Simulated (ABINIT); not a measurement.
## InP: band structure with RPBE

**Experimental background.**

A printed reference work, data compilation reports, for a bulk crystal of InP at 1.6 K: band gap 1.4236 eV (direct).

InP:

```
In P
1.0
     0.00000    2.93050    2.93050
     2.93050    0.00000    2.93050
     2.93050    2.93050    0.00000
In P
1 1
Direct
  0.00000 0.00000 0.00000
  0.75000 0.75000 0.75000
```

```json
{
  "Program": "ABINIT 10.8.3 (patched build)",
  "Task": "band structure",
  "Functional": "RPBE",
  "Potentials or basis": "JTH PAW PBE v2.0 sp",
  "Cutoff": "544 eV",
  "k mesh": "8 × 8 × 8",
  "Occupations": "fermi-dirac, width 0.05 eV",
  "Spin": "no spin polarisation",
  "Fine-grid cutoff": "1088.46 eV",
  "Exchange and correlation inside the PAW spheres": "full angular mesh (pawxcdev 0, this build's default; the released program takes 1)"
}
```

```json
{
  "Band gap on the k mesh": "0.93 eV, direct",
  "Valence electrons inside the program's atomic spheres": "In 2.38; P 1.59"
}
```

Levels at the corners of the path, in eV from the valence-band top:
```csv
point,band 1,band 2,band 3,band 4,band 5,band 6,band 7,band 8
Γ,-11.47,0.00,0.00,0.00,0.93,4.18,4.18,4.18
X,-9.35,-5.69,-2.29,-2.29,1.90,2.37,9.49,9.69
W,-9.30,-5.51,-2.94,-2.85,4.43,4.49,5.72,6.34
K,-9.37,-5.53,-3.27,-1.91,2.49,4.52,7.63,7.70
Γ,-11.47,0.00,0.00,0.00,0.93,4.18,4.18,4.18
L,-9.97,-5.65,-0.96,-0.96,1.65,4.88,4.88,7.35
U,-9.37,-5.53,-3.27,-1.91,2.49,4.52,7.63,7.70
W,-9.30,-5.51,-2.94,-2.85,4.43,4.49,5.72,6.34
L,-9.97,-5.65,-0.96,-0.96,1.65,4.88,4.88,7.35
K,-9.37,-5.53,-3.27,-1.91,2.49,4.52,7.63,7.70
```

Run time: 31 s on 1 thread of Arm Neoverse V1 (shared host), peak memory 0.13 GiB.

Against the measured gap of InP, 1.4236 eV (direct; 1.6 K; a printed reference work, data compilation), the calculated 0.93 eV is off by -0.50 eV. Spin-orbit coupling on In is left out. The value is that of RPBE, without temperature or zero-point motion. Semilocal functionals fall short of measured gaps as a rule.

Caveat: spin-orbit coupling is left out, which moves the levels of the heavy elements; this set keeps more shells in the core, which shifts pressures and gaps.
